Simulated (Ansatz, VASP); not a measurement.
Two plane-wave programs on MgI2

```
Mg I
1.0
     4.20720    0.00000    0.00000
    -2.10360    3.64354    0.00000
     0.00000    0.00000    7.70783
Mg I
1 2
Direct
  0.00000 0.00000 0.00000
  0.33333 0.66667 0.78299
  0.66667 0.33333 0.21701
```

Change from the starting cell: engineering shear strain xz +0.0000, normal strain along z -0.0133.

Alike in both runs: functional PBE; k mesh 6 × 6 × 4; occupations gaussian, width 0.05 eV; no spin polarisation.

Ansatz relaxed the structure, and its values are those at the end. VASP's run is a single point on that final structure, the one shown.

```csv
,VASP,Ansatz
version,VASP 6.6.1,Ansatz 0.2.0
potentials or method,"VASP PAW PBE potentials, release 64 (Mg, I)","scalar-relativistic, plane waves, PAW"
plane-wave cutoff (eV),520,520
valence electrons in the cell,16,44
```

|  | VASP | Ansatz | Ansatz less VASP |
| --- | --- | --- | --- |
| gap on the k mesh at the Fermi level (eV) | 3.61 | 3.62 | +0.017 |
| least direct gap on the mesh (eV) | 3.70 | 3.72 | +0.014 |
| pressure (GPa) | 0.0 | 0.0 | +0.05 |
| rms of the force components (eV/Å) | 0.006 | 0.001 | -0.0047 |

The two sets of potentials don't hold the same shells in valence. Ansatz warned: «stress_scf_threshold_loose».

Caveats: spin-orbit coupling is left out, which moves the levels of the heavy elements; this functional lacks dispersion, which binds the layers, so the pressure and a relaxed spacing across them are unreliable. A k mesh can miss the band edges.
